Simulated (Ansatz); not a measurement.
# TiCo: the cost of one run

Computed with Ansatz 0.2.0 (DFT PBE, scalar-relativistic, plane waves, PAW, unless a step's input says otherwise).

1 further run of the same task is left out (set aside as unsound or not needed).

### 1 The system as given

It takes space group Pm-3m (No. 221, cubic). The conventional cell has a = 2.986 Å, b = 2.986 Å, c = 2.986 Å, α = 90.00°, β = 90.00°, γ = 90.00°. Around Ti (site symmetry m-3m) lie 8 Co at 2.59 Å. Around Co (site symmetry m-3m) lie 8 Ti at 2.59 Å.

As a file:

```cif
data_structure
_symmetry_space_group_name_H-M 'Pm-3m'
_symmetry_Int_Tables_number 221
_cell_length_a 2.9856
_cell_length_b 2.9856
_cell_length_c 2.9856
_cell_angle_alpha 90.000
_cell_angle_beta 90.000
_cell_angle_gamma 90.000
_cell_volume 26.61
loop_
_atom_site_label
_atom_site_type_symbol
_atom_site_symmetry_multiplicity
_atom_site_Wyckoff_symbol
_atom_site_fract_x
_atom_site_fract_y
_atom_site_fract_z
_atom_site_occupancy
Ti1 Ti 1 a 0.00000 0.00000 0.00000 1
Co1 Co 1 b 0.50000 0.50000 0.50000 1
```

It goes back to an entry of the Materials Project, which need not be the stable form.

It is the result of an earlier relaxation at this level (volume 13.31 Å³/atom; gap on the mesh: none (metal), site moments up to 1.0 μB).

### 2 Bands, states and charges

Contents of input.yaml:

```yaml
crystal:
  lattice:
    - [2.9855872876, 0.0, 0.0]
    - [0.0, 2.9855872876, 0.0]
    - [0.0, 0.0, 2.9855872876]
  atoms:
    - { symbol: Ti, position: [0.0, 0.0, 0.0] }
    - { symbol: Co, position: [0.5, 0.5, 0.5], spin: 1.09 }
basis:
  ecutwfc: 420
kpoints:
  mp_grid: { grid: [14, 14, 14] }
  band_path:
    path:
      - [[0.0, 0.0, 0.0], [0.0, 0.5, 0.0], [0.5, 0.5, 0.0], [0.0, 0.0, 0.0], [0.5, 0.5, 0.5], [0.0, 0.5, 0.0]]
      - [[0.5, 0.5, 0.5], [0.5, 0.5, 0.0]]
    npoints: 14
hamiltonian:
  xc: pbe
scf:
  occupations: { method: gaussian, width: 0.1 }
  n_extra_bands: 6
output:
  forces: true
  stress: true
  eigenvalues: true
  populations: true
  dos: { projected: true, de: 0.02, nscf_kmesh: { grid: [21, 21, 21] } }
  bader: true
  write_density: true
  write_potential: true
  elf: true
  volumetric_format: npy
magnetization:
  spin_polarized: true
checkpoint:
  read: start.run
  write: ck
  compress: false
  write_wavefunctions: false
  write_every: 100000
```

Launch:

```console
$ ansatz run input.yaml --threads 1 --pin off --max-ram 2560MiB --backend cpu --events-out ev --progress --plain --runs-dir out
```

Q: Estimate wall time and peak memory on 1 thread of Intel Xeon at 2.50GHz (Skylake/Cascade Lake), shared host.

About 71 s, with a peak of 0.44 GiB.
